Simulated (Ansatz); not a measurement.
Start from `CCC(C)C` and change one atom or group to get `C[CH](C)[AlH][OH]`.

Ansatz, PBE0-D4/def2-TZVP geometries, multiplicity 1. Each molecule was computed in one conformer, which needn't be the lowest.

| property | `CCC(C)C` |
| --- | --- |
| HOMO energy (ωB97M-V/def2-TZVPP) / eV | -11.09 |
| size of the dipole moment (ωB97M-V/def2-TZVPP) / D | 0.10 |
| size of the dipole moment (PBE/def2-TZVPP) / D | 0.10 |
| LUMO energy (PBE0/def2-TZVPP) / eV | 1.22 |
| HOMO–LUMO gap (ωB97M-V/def2-TZVPP) / eV | 13.74 |
| LUMO energy (B3LYP/def2-TZVPP) / eV | 0.89 |

**Question.** Give the same properties after the change, and the shifts. (Estimate.)

**Answer.** The calculation gave: 
```json
{"property": "HOMO energy (ωB97M-V/def2-TZVPP) / eV", "`C[CH](C)[AlH][OH]`": "-9.39", "shift": "1.70"}
{"property": "size of the dipole moment (ωB97M-V/def2-TZVPP) / D", "`C[CH](C)[AlH][OH]`": "0.63", "shift": "0.53"}
{"property": "size of the dipole moment (PBE/def2-TZVPP) / D", "`C[CH](C)[AlH][OH]`": "0.53", "shift": "0.43"}
{"property": "LUMO energy (PBE0/def2-TZVPP) / eV", "`C[CH](C)[AlH][OH]`": "-0.56", "shift": "-1.78"}
{"property": "HOMO–LUMO gap (ωB97M-V/def2-TZVPP) / eV", "`C[CH](C)[AlH][OH]`": "10.36", "shift": "-3.38"}
{"property": "LUMO energy (B3LYP/def2-TZVPP) / eV", "`C[CH](C)[AlH][OH]`": "-0.79", "shift": "-1.68"}
```

With PBE0 the HOMO rises by 1.60 eV and the LUMO falls by 1.78 eV, so the gap narrows by about 3.38 eV. PBE moves the HOMO by 1.45 eV and ωB97M-V by 1.70 eV. Dipoles are sizes alone; their direction can turn.

B3LYP here is the variant with VWN-RPA as its local correlation; programs differ in this.

Positive LUMOs are unbound, so they and the gaps depend on the basis.
